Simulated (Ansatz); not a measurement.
# The honeycomb AlP bilayer (AB) between two gates, part 3 of 3

How do the bands of the honeycomb AlP bilayer (AB) follow a displacement field between two gates?

Ansatz 0.2.0; plane-wave DFT, PBE-D3(BJ), Ansatz PAW.

So far, gap along the path (eV): step 3 (gated layer, displacement field 0, start network) 0.892; step 4 (displacement field 0.905 V/nm) 0.888; step 5 (displacement field 1.81 V/nm) 0.885; step 6 (displacement field 2.71 V/nm) 0.882.

### 7. Gated layer, displacement field 3.62 V/nm

Input file input.yaml:

```yaml
crystal:
  lattice:
    - [3.8486898332, 0.0, 0.0]
    - [-1.9243449166, 3.3330631668, 0.0]
    - [0.0, 0.0, 37.0709154026]
  atoms:
    - { symbol: P, position: [0.6666666667, 0.3333333333, 0.4545342303] }
    - { symbol: Al, position: [0.3333333333, 0.6666666667, 0.4720966534] }
    - { symbol: P, position: [0.0, 0.0, 0.5454657697] }
    - { symbol: Al, position: [0.6666666667, 0.3333333333, 0.5261668913] }
  periodic: [true, true, false]
  symmetry: { detect: true }
kpoints:
  mp_grid: { grid: [42, 42, 1] }
  band_path:
    path: [[0, 0, 0], [0.5, 0, 0], [0.33333333, 0.33333333, 0], [0, 0, 0]]
    npoints: 16
hamiltonian:
  xc: pbe
  dispersion: d3bj
scf:
  occupations: { method: fermi_dirac, width: 0.02585 }
  convergence: { dr2_threshold: 1.0e-10 }
output:
  forces: true
  eigenvalues: true
  dos: { projected: true, e_range: [-3, 3], de: 0.01 }
  write_potential: true
  write_density: true
  volumetric_format: npy
  elf: true
external_charges:
  - { charge: 0, barrier: 10, axis: 3, height: 23.721, sigma: 0.25 }
  - { charge: -0.025656, axis: 3, height: 25.221, sigma: 0.5 }
  - { charge: 0, barrier: 10, axis: 3, height: 13.35, sigma: 0.25 }
  - { charge: 0.025656, axis: 3, height: 11.85, sigma: 0.5 }
```

On the command line:

```
$ ansatz run input.yaml --threads 4 --pin off --max-ram 8192MiB --backend cpu --events-out ev --progress --plain --runs-dir out
```

Numbers of over 12 decimals in the logs are rounded to 6 here.

Log:

```text
[...]
Crystal: 4 atoms, lattice volume = 475.543 Å³
Basis set: ecut = 420 eV, 9303 PW (Γ), exchange–correlation on 54×54×500 points (8 copies of the dense FFT grid, shifted against one another)
Bands: 12, of which v1, the nominal top of the filled ones, is band 8 counted from 1 (7 counted from 0)
Symmetry: 6 space group operations
[...]
k-points: 169 of 1764 (time reversal used)
[...]
--- Band table (eV; the first three rows and the last of 169) ---
  k-point 0: bands = [... 4 lower, -6.8937, -6.3452, -5.9129, -5.9129, -3.3530, -2.6952, -1.7948, -1.7948]
  k-point 1: bands = [... 4 lower, -6.9051, -6.3363, -5.9543, -5.9190, -3.3160, -2.6656, -1.8106, -1.7761]
  k-point 2: bands = [... 4 lower, -6.9382, -6.3153, -6.0721, -5.9372, -3.2178, -2.5878, -1.8452, -1.7205]
  k-point 168: bands = [... 4 lower, -9.7429, -8.9663, -7.3212, -6.0011, -4.4638, -1.7951, -1.0357, 0.3133]
[key lines of the parts left out:]
SCF converged after 13 iterations
Free energy (F): -2588.027756 eV
Fermi energy:    -5.409733 eV
```

Run time: 70 s. Hardware: 4 threads of Intel Xeon Platinum 8259CL at 2.50GHz (Skylake/Cascade Lake), shared host; peak memory 1.5 GiB; 4.5 min of CPU time.

The gap, the smaller of path and mesh, is 0.878 eV.

### 8. Gated layer, displacement field -1.81 V/nm

Edit input.yaml of step 7 so:

```diff
@@ -33,4 +33,4 @@
   - { charge: 0, barrier: 10, axis: 3, height: 23.721, sigma: 0.25 }
-  - { charge: -0.025656, axis: 3, height: 25.221, sigma: 0.5 }
+  - { charge: 0.012828, axis: 3, height: 25.221, sigma: 0.5 }
   - { charge: 0, barrier: 10, axis: 3, height: 13.35, sigma: 0.25 }
-  - { charge: 0.025656, axis: 3, height: 11.85, sigma: 0.5 }
+  - { charge: -0.012828, axis: 3, height: 11.85, sigma: 0.5 }
```

Log:

```text
[...]
Crystal: 4 atoms, lattice volume = 475.543 Å³
Basis set: ecut = 420 eV, 9303 PW (Γ), exchange–correlation on 54×54×500 points (8 copies of the dense FFT grid, shifted against one another)
Bands: 12, of which v1, the nominal top of the filled ones, is band 8 counted from 1 (7 counted from 0)
Symmetry: 6 space group operations
[...]
k-points: 169 of 1764 (time reversal used)
[...]
--- Band table (eV; the first three rows and the last of 169) ---
  k-point 0: bands = [... 4 lower, -6.8542, -6.3513, -5.9414, -5.9414, -3.3231, -2.6818, -1.7800, -1.7800]
  k-point 1: bands = [... 4 lower, -6.8658, -6.3426, -5.9825, -5.9472, -3.2866, -2.6508, -1.7956, -1.7613]
  k-point 2: bands = [... 4 lower, -6.8996, -6.3229, -6.0991, -5.9648, -3.1903, -2.5691, -1.8282, -1.7058]
  k-point 168: bands = [... 4 lower, -9.7016, -8.9843, -7.2772, -6.0493, -4.4511, -1.7844, -0.9905, 0.4080]
[key lines of the parts left out:]
SCF converged after 13 iterations
Free energy (F): -2588.083665 eV
Fermi energy:    -5.421552 eV
```

It took 72 s on 4 threads; peak memory 1.5 GiB.

The density of states has structure finer than the step of the table below, so its rows give means over 0.2 eV, whole bins alone (the curve runs from -3 to 2.41 eV). Peaks (eV: height): -2.85: 5.50, -2.64: 5.20, -2.02: 4.43, -0.80: 4.20, -0.59: 9.24, 1.14: 2.98, 2.37: 3.01.

Table of density of states by energy, zero at the Fermi level of the run, which the smearing sets inside the gap; means over each step:

| energy (eV) | density of states (states/eV a cell) |
| --- | --- |
| -2.8 | 3.13 |
| -2.6 | 4.15 |
| -2.4 | 2.90 |
| -2.2 | 2.28 |
| -2.0 | 3.11 |
| -1.8 | 1.95 |
| -1.6 | 1.89 |
| -1.4 | 1.67 |
| -1.2 | 1.03 |
| -1.0 | 1.47 |
| -0.8 | 3.37 |
| -0.6 | 6.68 |
| -0.4 | 0.479 |
| -0.2 | 0 |
| 0.0 | 0 |
| 0.2 | 0 |
| 0.4 | 0.238 |
| 0.6 | 0.669 |
| 0.8 | 0.742 |
| 1.0 | 1.42 |
| 1.2 | 1.91 |
| 1.4 | 1.11 |
| 1.6 | 0.883 |
| 1.8 | 0.760 |
| 2.0 | 0.666 |
| 2.2 | 0.712 |

The gap, the smaller of path and mesh, is 0.898 eV.

### 9. The series together

This step: plane-wave DFT, PBE-D3(BJ), Ansatz PAW; response to a displacement field between two gates (Ansatz 0.2.0).

The potential behind each gate is read from every run and counted from the uncharged case.

Numbers from this step:

* electrostatic distance between the gates: 7.749 Å
* geometric distance between the gates: 13.37 Å

Electron's potential behind the upper gate less behind the lower, less the value without field. Step of the electron's potential energy between the gates against displacement field D/eps0:

| displacement field D/eps0 (V/nm) | step of the electron's potential energy between the gates (eV) |
| --- | --- |
| -1.81 | -1.40 |
| 0.00 | 0 |
| 0.90 | 0.701 |
| 1.81 | 1.40 |
| 2.71 | 2.10 |
| 3.62 | 2.80 |

The smaller of the gaps on the path and on the k-mesh, counted as 0 under 0.03 eV. Gap against displacement field D/eps0:

| displacement field D/eps0 (V/nm) | gap (eV) |
| --- | --- |
| -1.81 | 0.898 |
| 0.00 | 0.892 |
| 0.90 | 0.888 |
| 1.81 | 0.885 |
| 2.71 | 0.882 |
| 3.62 | 0.878 |

By hand: 3.62 V/nm over the 13.37 Å between the sheets would give 4.84 V in vacuum; the run has 2.80 V, as over 7.75 Å.

### 10. The same run with other settings

This step: plane-wave DFT, PBE-D3(BJ), Ansatz PAW (Ansatz 0.2.0).

An input spoilt on purpose, to show how the run answers: it repeats the earlier run at 0.905 V/nm with kpoints.mp_grid.grid from [42, 42, 1] to [42, 41, 2], and scf.max_iter set to 75.

input.yaml, the sections that differ from step 8:

```yaml
kpoints:
  mp_grid: { grid: [42, 41, 2] }
  band_path:
    path: [[0, 0, 0], [0.5, 0, 0], [0.33333333, 0.33333333, 0], [0, 0, 0]]
    npoints: 16
scf:
  occupations: { method: fermi_dirac, width: 0.02585 }
  convergence: { dr2_threshold: 1.0e-10 }
  max_iter: 75
output:
  forces: true
  eigenvalues: true
  write_potential: true
  write_density: true
  volumetric_format: npy
external_charges:
  - { charge: 0, barrier: 10, axis: 3, height: 23.721, sigma: 0.25 }
  - { charge: -0.006414, axis: 3, height: 25.221, sigma: 0.5 }
  - { charge: 0, barrier: 10, axis: 3, height: 13.35, sigma: 0.25 }
  - { charge: 0.006414, axis: 3, height: 11.85, sigma: 0.5 }
# crystal, hamiltonian: as in step 8
```

Log:

```text
Warning: crystal.symmetry: narrowed to the stabiliser of the k-point mesh — unitary ops 6 → 1; excluded 5 operations that carry a point of the 42×41×2 mesh (shift [0, 0, 0]) off the mesh (the run samples exactly the mesh kpoints.mp_grid names, as under crystal.symmetry.detect: false, and its converged state has the mesh's symmetry, not the crystal's; ε∞, the Born charges and the force constants of a linear response (`dielectric:` by the response, `phonons.method: dfpt`) are averaged over those of the crystal's operations that the state keeps within a tolerance, where `mesh_tensors`, `unaveraged_element` or `gamma_mean_max_change_ev_ang2` stands beside them; [rest of the remark cut]
Engine: ansatz 0.2.0, x86_64-unknown-linux-gnu
Pseudopotentials: kind: paw
Pseudopotential: P, paw, valence charge 5, recommended cutoff 420 eV (normal), P.paw.azcp
Pseudopotential: Al, paw, valence charge 3, recommended cutoff 420 eV (normal), Al.paw.azcp
Functional definition: PBE
  parameter kappa = 0.804
  parameter beta = 0.066725
  exchange = pbe_x(kappa = kappa, mu = beta*pi^2/3)
  correlation = pbe_c(beta = beta)
Crystal: 4 atoms, lattice volume = 475.543 Å³
Basis set: ecut = 420 eV, 9303 PW (Γ), exchange–correlation on 54×54×500 points (8 copies of the dense FFT grid, shifted against one another)
Bands: 12, of which v1, the nominal top of the filled ones, is band 8 counted from 1 (7 counted from 0)
Symmetry: 1 space group operations
k-points: 1724 of 3444 (time reversal used)
Non-local potential: P, projectors of the file, l = 0: 2, l = 1: 2, l = 2: 2
Non-local potential: Al, projectors of the file, l = 0: 2, l = 1: 2, l = 2: 1
PAW form: soft (Blöchl's): semilocal exchange-correlation on the pseudo side does not see the compensation charge
PAW one-centre angular grid: P, 110 points (default); XC on 64 Gauss nodes
PAW one-centre angular grid: Al, 110 points (default); XC on 64 Gauss nodes
Initial density: superposition of atomic densities (neutral atoms: chi_scale 0, normalization atom, screened)
Initial wavefunctions: pseudopotential atomic-orbital guess
Functional: x = pbe(κ = 0.804, μ = 0.219515), c = pbe(β = 0.066725)
SCF iter   1: F=—  HF=-2588.918432 eV  |F-HF|=—  |Δ(HF+E_count)|=         —  Δρ=1.90e-2  dr2=3.06e0  ethr=3.10e-3  ⟨swp⟩=14.9  Hψ=294133  notcnv=0
preconditioner: auto → Resta (q_TF=auto, 1.550 Å⁻¹)  ε∞=1.7  [insulator: Δε(μ)=1.319 eV  Ē_g=8.302 eV  σ=0.026 eV  W_gap=1.00  n_scr=18 (ndim 8)  ℏωp=6.8 eV  f_vac=0.768  D(μ)=0.00/eV (n_scr^D=0)  ε∞_Penn≈1.7  vacuum switching on, ρ_ref=5.0e-3 e/Å³]
SCF iter   2: F=—  HF=-2588.321482 eV  |F-HF|=—  |Δ(HF+E_count)|=   5.97e-1  Δρ=9.23e-3  dr2=2.39e0  ethr=3.10e-3  ⟨swp⟩=4.8  Hψ=74476  notcnv=0  defer=1
SCF iter   3: F=—  HF=-2588.472913 eV  |F-HF|=—  |Δ(HF+E_count)|=   1.51e-1  Δρ=8.45e-3  dr2=3.76e0  ethr=3.10e-3  ⟨swp⟩=4.6  Hψ=57817  notcnv=0
SCF iter   4: F=—  HF=-2588.076795 eV  |F-HF|=—  |Δ(HF+E_count)|=   3.96e-1  Δρ=3.07e-3  dr2=3.92e-2  ethr=3.10e-3  ⟨swp⟩=3.6  Hψ=45425  notcnv=0  defer=1
SCF iter   5: F=—  HF=-2588.075847 eV  |F-HF|=—  |Δ(HF+E_count)|=   9.48e-4  Δρ=1.06e-3  dr2=1.00e-2  ethr=2.45e-4  ⟨swp⟩=3.9  Hψ=58731  notcnv=0  defer=3
SCF iter   6: F=—  HF=-2588.074655 eV  |F-HF|=—  |Δ(HF+E_count)|=   1.19e-3  Δρ=2.91e-4  dr2=1.03e-3  ethr=6.26e-5  ⟨swp⟩=3.1  Hψ=43882  notcnv=0  defer=1
SCF iter   7: F=—  HF=-2588.074539 eV  |F-HF|=—  |Δ(HF+E_count)|=   1.16e-4  Δρ=7.86e-5  dr2=1.48e-4  ethr=6.44e-6  ⟨swp⟩=3.4  Hψ=48081  notcnv=0
SCF iter   8: F=—  HF=-2588.074530 eV  |F-HF|=—  |Δ(HF+E_count)|=   8.98e-6  Δρ=3.23e-5  dr2=2.12e-5  ethr=9.26e-7  ⟨swp⟩=2.1  Hψ=32179  notcnv=0
SCF iter   9: F=—  HF=-2588.074482 eV  |F-HF|=—  |Δ(HF+E_count)|=   4.84e-5  Δρ=5.73e-6  dr2=2.97e-7  ethr=1.33e-7  ⟨swp⟩=3.2  Hψ=40665  notcnv=0
SCF iter  10: F=—  HF=-2588.074475 eV  |F-HF|=—  |Δ(HF+E_count)|=   7.06e-6  Δρ=3.58e-6  dr2=1.84e-7  ethr=1.86e-9  ⟨swp⟩=3.6  Hψ=50201  notcnv=0
SCF iter  11: F=—  HF=-2588.074475 eV  |F-HF|=—  |Δ(HF+E_count)|=   4.03e-8  Δρ=3.96e-7  dr2=1.20e-9  ethr=1.15e-9  ⟨swp⟩=2.8  Hψ=34442  notcnv=0
SCF iter  12: F=—  HF=-2588.074475 eV  |F-HF|=—  |Δ(HF+E_count)|=  9.19e-11  Δρ=1.37e-7  dr2=2.51e-10  ethr=7.48e-12  ⟨swp⟩=4.1  Hψ=58195  notcnv=0
```

The job ended after 10 min (4 threads; peak memory 6.4 GiB).

Residual by cycle:

cycle, log10 residual and a bar from the least value:
```
        1        0.5 ##############################
        2        0.4 #############################
        3        0.6 ##############################
        4       -1.4 ########################
        5       -2.0 ######################
        6       -3.0 ###################
        7       -3.8 #################
        8       -4.7 ###############
        9       -6.5 #########
       10       -6.7 ########
       11       -8.9 ##
       12       -9.6
```

The run was cut off at its time limit.

After 12 cycles the residual stands at 2.5e-10.

The fault put into the input: a mesh that breaks the symmetry.

### 11. The same run with other settings

An input spoilt on purpose, to show how the run answers: it repeats the earlier run at 0.905 V/nm with scf.mixing to algorithm: anderson, beta: 1.5, ndim: 1, preconditioner: none, and scf.max_iter set to 100.

Edit input.yaml of step 10 so:

```diff
@@ -13,3 +13,3 @@
 kpoints:
-  mp_grid: { grid: [42, 41, 2] }
+  mp_grid: { grid: [42, 42, 1] }
   band_path:
@@ -23,3 +23,4 @@
   convergence: { dr2_threshold: 1.0e-10 }
-  max_iter: 75
+  mixing: { algorithm: anderson, beta: 1.5, ndim: 1, preconditioner: none }
+  max_iter: 100
 output:
```

Log:

```text
Error: invalid value for `scf.mixing.beta`: must be finite and in (0, 1]; got 1.5
```

It took 0.03 s on 4 threads; peak memory 0.042 GiB.

The program refused the input before any cycle.

The program's message: “Error: invalid value for `scf.mixing.beta`: must be finite and in (0, 1]; got 1.5”

The fault put into the input: mixing far too strong.

### 12. Summary of results

- gap with uncharged gates: 0.892 eV
- electrostatic distance between the gates: 7.75 Å
- geometric distance between the gates: 13.4 Å
- gap at 3.62 V/nm: 0.878 eV

**Reading.** The gap goes from 0.89 to 0.88 eV at 3.6 V/nm. The layers screen the field: the voltage is that of a vacuum gap 5.6 Å narrower than the real distance. The gates are charged sheets behind model barriers, not atoms. Gaps are the smaller of those on the path and on the mesh; band edges between these points would make them smaller still. After relaxation neighbouring layers come as close as 2.0 Å along the normal, so they are bonded in part and no longer a van der Waals stack.

[Logs are printed without paths, hosts, clocks, repeated set-up lines and the standing remarks that a program may print on its own settings, such as how far it seeks lower states.]

[Hosts, paths, dates, database ids (printed as entryN), source tags and the programs' standing remarks are cut or masked in the printed files.]

[Maps of the electrostatic potential energy from Ansatz leave out the sawtooth potential of an applied field or a dipole correction, so their vacuum need not be flat; planar profiles and work functions include it.]

[The density of states shown here was stored with 400 of the rows of the run's finer table, so its peaks can read low, often by over a quarter, or be missed, and its means over a window can be off by a tenth or more.]
